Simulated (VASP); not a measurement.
# CoSi (Pm-3m) in VASP: single point with PBEsol

Aim: the single point of CoSi with PBEsol.

All numbers are computed with VASP 6.6.1; they aren't measurements. Logs are shortened: lines on timing, memory, paths and dates and some standing lists are left out, and cuts for length are marked.

## Step 1: The structure

Symmetry: Pm-3m, No. 221, cubic system. Conventional cell: a = 2.781 Å, b = 2.781 Å, c = 2.781 Å, α = 90.00°, β = 90.00°, γ = 90.00°. Co (site symmetry m-3m) is surrounded by 8 Si at 2.41 Å. Si (site symmetry m-3m) is surrounded by 8 Co at 2.41 Å.

Measurements of this composition are mostly on another form, of space group No. 198.

## Step 2: Single point, PBEsol, collinear spin, typed start

INCAR reads:

```
ALGO     = Fast           # electronic algorithm
EDIFF    = 1E-6           # SCF threshold, eV
ENCUT    = 520            # plane-wave cutoff, eV
GGA      = PS             # functional
ISIF     = 2              # what is computed and relaxed
ISMEAR   = 0              # smearing method
ISPIN    = 2              # spin polarisation
LASPH    = True           # aspherical terms in the spheres
LCHARG   = True           # write CHGCAR
LELF     = True           # ELF
LMAXMIX  = 4              # l up to which the mixer works
LORBIT   = 11             # projections on sites
LREAL    = False          # projectors in reciprocal space
LVHAR    = True         
LWAVE    = False          # write WAVECAR
MAGMOM   = 0.81 0         # initial moments
NBANDS   = 18             # bands
NELM     = 150            # most SCF steps
PREC     = Accurate       # precision mode
SIGMA    = 0.15           # smearing width, eV
```

KPOINTS reads:

```
k-points
0
Gamma
  18 18 18
```

POSCAR reads:

```
CoSi
1.0
    2.7813340000      0.0000000000      0.0000000000
    0.0000000000      2.7813340000      0.0000000000
    0.0000000000      0.0000000000      2.7813340000
Co Si
1 1
Direct
    0.0000000000      0.0000000000      0.0000000000
    0.5000000000      0.5000000000      0.5000000000
```

Potentials or basis: VASP PAW PBE potentials, release 64 (Co, Si).

Launch:

```console
cat potpaw_PBE.64/Co/POTCAR potpaw_PBE.64/Si/POTCAR > POTCAR
mpirun -np 1 vasp_std > vasp.out
```

OUTCAR:

```text
EDIFF = 1E-6
   ENCUT = 520
   GGA = PS
   ISIF = 2
   ISMEAR = 0
   ISPIN = 2
   LASPH = True
   LORBIT = 11
   LREAL = False
   NELM = 150
   PREC = Accurate

 ion  position               nearest neighbor table
   1  0.000  0.000  0.000-   2 2.41   2 2.41   2 2.41   2 2.41   2 2.41   2 2.41   2 2.41   2 2.41

   2  0.500  0.500  0.500-   1 2.41   1 2.41   1 2.41   1 2.41   1 2.41   1 2.41   1 2.41   1 2.41

  LATTYP: Found a simple cubic cell.
 ALAT       =     2.7813340000

  Lattice vectors:

 A1 = (   2.7813340000,   0.0000000000,   0.0000000000)
 A2 = (   0.0000000000,   2.7813340000,   0.0000000000)
 A3 = (   0.0000000000,   0.0000000000,   2.7813340000)

Analysis of symmetry for initial positions (statically):
=====================================================================
 Subroutine PRICEL returns:
 Original cell was already a primitive cell.

 Routine SETGRP: Setting up the symmetry group for a
 simple cubic supercell.

 Subroutine GETGRP returns: Found 48 space group operations
 (whereof 48 operations were pure point group operations)
 out of a pool of 48 trial point group operations.

The static configuration has the point symmetry O_h .

Analysis of symmetry for dynamics (positions and initial velocities):
=====================================================================
 Subroutine PRICEL returns:
 Original cell was already a primitive cell.

 Routine SETGRP: Setting up the symmetry group for a
 simple cubic supercell.

 Subroutine GETGRP returns: Found 48 space group operations
 (whereof 48 operations were pure point group operations)
 out of a pool of 48 trial point group operations.

The dynamic configuration has the point symmetry O_h .

Analysis of structural, dynamic, and magnetic symmetry:
=====================================================================
 Subroutine PRICEL returns:
 Original cell was already a primitive cell.

 Routine SETGRP: Setting up the symmetry group for a
 simple cubic supercell.

 Subroutine GETGRP returns: Found 48 space group operations
 (whereof 48 operations were pure point group operations)
 out of a pool of 48 trial point group operations.

The overall configuration has the point symmetry O_h .

 Subroutine INISYM returns: Found 48 space group operations
 (whereof 48 operations are pure point group operations),
 and found     1 'primitive' translations

----------------------------------------------------------------------------------------

                                     Primitive cell

  volume of cell :      21.5159

  direct lattice vectors                    reciprocal lattice vectors
     2.781334000  0.000000000  0.000000000     0.359539703  0.000000000  0.000000000
     0.000000000  2.781334000  0.000000000     0.000000000  0.359539703  0.000000000
     0.000000000  0.000000000  2.781334000     0.000000000  0.000000000  0.359539703

  length of vectors
     2.781334000  2.781334000  2.781334000     0.359539703  0.359539703  0.359539703

  position of ions in fractional coordinates (direct lattice)
     0.000000000  0.000000000  0.000000000
     0.500000000  0.500000000  0.500000000

  ion indices of the primitive-cell ions
   primitive index   ion index
                 1           1
                 2           2

----------------------------------------------------------------------------------------

 KPOINTS: k-points

Automatic generation of k-mesh.
 Grid dimensions read from file:
 generate k-points for:   18   18   18

 Generating k-lattice:

  Cartesian coordinates                     Fractional coordinates (reciprocal lattice)
     0.019974428  0.000000000  0.000000000     0.055555556  0.000000000  0.000000000
     0.000000000  0.019974428  0.000000000     0.000000000  0.055555556  0.000000000
     0.000000000  0.000000000  0.019974428     0.000000000  0.000000000  0.055555556

  Length of vectors
     0.019974428  0.019974428  0.019974428

  Shift w.r.t. Gamma in fractional coordinates (k-lattice)
     0.000000000  0.000000000  0.000000000

 Subroutine IBZKPT returns following result:
 ===========================================

 Found    220 irreducible k-points:

 Following reciprocal coordinates:
            Coordinates               Weight
  0.000000  0.000000  0.000000      1.000000
  0.055556  0.000000  0.000000      6.000000
  0.111111  0.000000  0.000000      6.000000
  0.166667  0.000000  0.000000      6.000000
  0.222222  0.000000  0.000000      6.000000
  0.277778  0.000000  0.000000      6.000000
[... 16 lines left out ...]
  0.277778  0.111111  0.000000     24.000000
  0.333333  0.111111  0.000000     24.000000
 [... further k-points ...]
   k-points           NKPTS =    220   k-points in BZ     NKDIM =    220   number of bands    NBANDS=     18
   number of dos      NEDOS =    301   number of ions     NIONS =      2
   total plane-waves  NPLWV =  13824
   dimension x,y,z NGX =    24 NGY =   24 NGZ =   24
   dimension x,y,z NGXF=    48 NGYF=   48 NGZF=   48
   ions per type =               1   1
   NGX,Y,Z   is equivalent  to a cutoff of  14.35, 14.35, 14.35 a.u.
   NGXF,Y,Z  is equivalent  to a cutoff of  28.69, 28.69, 28.69 a.u.
 SYSTEM =  unknown system
   PREC   = accura    normal or accurate (medium, high low for compatibility)
   ISTART =      0    job   : 0-new  1-cont  2-samecut
   ICHARG =      2    charge: 1-file 2-atom 10-const
   ISPIN  =      2    spin polarized calculation?
   LNONCOLLINEAR =      F non collinear calculations
   LSORBIT =      F    spin-orbit coupling
   LASPH  =      T    aspherical Exc in radial PAW
   ENCUT  =  520.0 eV  38.22 Ry    6.18 a.u.   5.17  5.17  5.17*2*pi/ulx,y,z
   NELM   =    150;   NELMIN=  2; NELMDL= -5     # of ELM steps
   EDIFF  = 0.1E-05   stopping-criterion for ELM
   LREAL  =      F    real-space projection
   EDIFFG = 0.1E-04   stopping-criterion for IOM
   NSW    =      0    number of steps for IOM
   IBRION =     -1    ionic relax: 0-MD 1-quasi-New 2-CG
   NFREE  =      0    steps in history (QN), initial steepest desc. (CG)
   ISIF   =      2    stress and relaxation
   ISYM   =      2    0-nonsym 1-usesym 2-fastsym
   POTIM  = 0.5000    time-step for ionic-motion
   TEBEG  =    0.0;   TEEND  =   0.0 temperature during run
   PSTRESS=    0.0 pullay stress
   NELECT =      13.0000    total number of electrons
   NUPDOWN=      -1.0000    fix difference up-down
   EMIN   =  10.00;   EMAX   =-10.00  energy-range for DOS
   EFERMI =   0.00;   METHOD = LEGACY
   ISMEAR =     0;   SIGMA  =   0.15  broadening in eV -4-tet -1-fermi 0-gaus
   EFERMI_NEDOS =   21; number of points for ismear=-14 and -15
   IALGO  =     68    algorithm
   IMIX   =      4    mixing-type and parameters
     AMIX     =   0.40;   BMIX     =  1.00
     AMIX_MAG =   1.60;   BMIX_MAG =  1.00
  volume/ion in A,a.u.               =      10.76        72.60
  Fermi-wavevector in a.u.,A,eV,Ry     =   1.384000  2.615381 26.061367  1.915456
  Thomas-Fermi vector in A             =   2.508545
   LORBIT       =     11    0 simple, 1 ext, 2 COOP (PROOUT), +10 PAW based schemes
   GGA     = PS    functional components
   LHFCALC =     F    Hartree Fock is set to
   AEXX    =    0.0000 exact exchange contribution
   IVDW    =     0    specifies the selected vdW correction
   LEPSILON=     F    determine dielectric tensor
   LRPA    =     F    only Hartree local field effects (RPA)
 spin polarized calculation
 RMM-DIIS sequential band-by-band and
 Gauss-broadening in eV      SIGMA  =   0.15
  energy-cutoff  :      520.00
  volume of cell :       21.52
 maximum number of plane-waves:       597
 NGX is ok and might be reduce to    24
   NGX = 11   NGY = 11   NGZ = 11

 number of electron      13.0000003 magnetization       0.5044138

 Free energy of the ion-electron system (eV)
  ---------------------------------------------------
  ext. energy  EPLUGINS =         0.00000000
  ---------------------------------------------------
  free energy    TOTEN  =       -14.54592052 eV

  energy without entropy =      -14.52370949  energy(sigma->0) =      -14.53481500

 E-fermi :  12.7166     XC(G=0): -13.0474

 val. band max:       12.7149120896   @ k =   0.3889   0.0000   0.0000
 cond. band min:      12.7192428894   @ k =   0.3889   0.3889   0.3889
 fundamental gap:      0.0043307998
 Fermi energy:        12.7166169544

 spin component 1

 k-point     1 :       0.0000    0.0000    0.0000
  band No.  band energies     occupation
      1      -1.5242      1.00000
      2       8.6184      1.00000
      3       8.6184      1.00000
      4      11.1708      1.00000
      5      11.1708      1.00000
      6      11.1708      1.00000
[... 10 lines left out ...]
     17      36.1326      0.00000
     18      36.1385      0.00000
[... 463 lines left out ...]
 k-point    24 :       0.3333    0.1111    0.0000
  band No.  band energies     occupation
      1       0.7553      1.00000
      2       6.3617      1.00000
      3       9.1056      1.00000
      4      10.0029      1.00000
      5      10.2078      1.00000
      6      11.1472      1.00000
[... 10 lines left out ...]
     17      32.5958      0.00000
     18      37.9931      0.00000

 [... further k-points ...]

 spin component 2

 k-point     1 :       0.0000    0.0000    0.0000
  band No.  band energies     occupation
      1      -1.5063      1.00000
      2       9.1318      1.00000
      3       9.1318      1.00000
      4      11.5276      1.00000
      5      11.5276      1.00000
      6      11.5276      1.00000
[... 10 lines left out ...]
     17      36.1234      0.00000
     18      36.1271      0.00000
[... 463 lines left out ...]
 k-point    24 :       0.3333    0.1111    0.0000
  band No.  band energies     occupation
      1       0.7735      1.00000
      2       6.4764      1.00000
      3       9.6108      1.00000
      4      10.3543      1.00000
      5      10.5083      1.00000
      6      11.5019      1.00000
[... 10 lines left out ...]
     17      32.6594      0.00000
     18      38.0517      0.00000

 [... further k-points ...]
[... 5 lines left out ...]
  --------------------------------------------------------------------------------------
  -------------------------------------------------------------------------------------
  Total       -0.8694937     -0.8694937     -0.8694937     -0.0000000     -0.0000000     -0.0000000
  in kB      -64.7466928    -64.7466928    -64.7466928     -0.0000000     -0.0000000     -0.0000000
  external PRESSURE =     -64.7466928 kB  Pullay stress =       0.0000000 kB

 VOLUME and BASIS-vectors are now :
 -----------------------------------------------------------------------------
  energy-cutoff  :      520.00
  volume of cell :       21.52
      direct lattice vectors                 reciprocal lattice vectors
     2.781334000  0.000000000  0.000000000     0.359539703  0.000000000  0.000000000
     0.000000000  2.781334000  0.000000000     0.000000000  0.359539703  0.000000000
     0.000000000  0.000000000  2.781334000     0.000000000  0.000000000  0.359539703

 POSITION                                       TOTAL-FORCE (eV/Angst)
 -----------------------------------------------------------------------------------
      0.00000      0.00000      0.00000         0.000000      0.000000      0.000000
      1.39067      1.39067      1.39067         0.000000      0.000000      0.000000
 -----------------------------------------------------------------------------------
    total drift:                                0.000000      0.000000      0.000000

  FREE ENERGIE OF THE ION-ELECTRON SYSTEM (eV)
  ---------------------------------------------------
  free  energy   TOTEN  =       -14.5459205153 eV

  energy  without entropy=      -14.5237094851  energy(sigma->0) =      -14.53481500

 total charge

# of ion       s       p       d       tot
------------------------------------------
    1        0.441   0.592   7.584   8.617
    2        0.710   0.861   0.000   1.571
--------------------------------------------------
tot          1.151   1.453   7.584  10.188

 magnetization (x)

# of ion       s       p       d       tot
------------------------------------------
    1        0.007   0.002   0.496   0.505
    2        0.002   0.009   0.000   0.011
--------------------------------------------------
tot          0.008   0.011   0.496   0.515
```

Wall time 3.1 min (1 thread of Intel Xeon Platinum 8375C at 2.90GHz (Ice Lake), shared host); peak memory 0.25 GiB.

Results:

- Free energy: -14.5459 eV
- Pressure: -6.5 GPa
- Band gap on the k mesh: none (metal or under the smearing width)
- Net moment: 0.50 μB per cell
- Site moments: Co +0.51; Si +0.01 μB
- Valence electrons inside the program's atomic spheres: Co 8.62; Si 1.57

Caveat: the PAW data sets were made with another functional, which shifts forces and pressure a little.
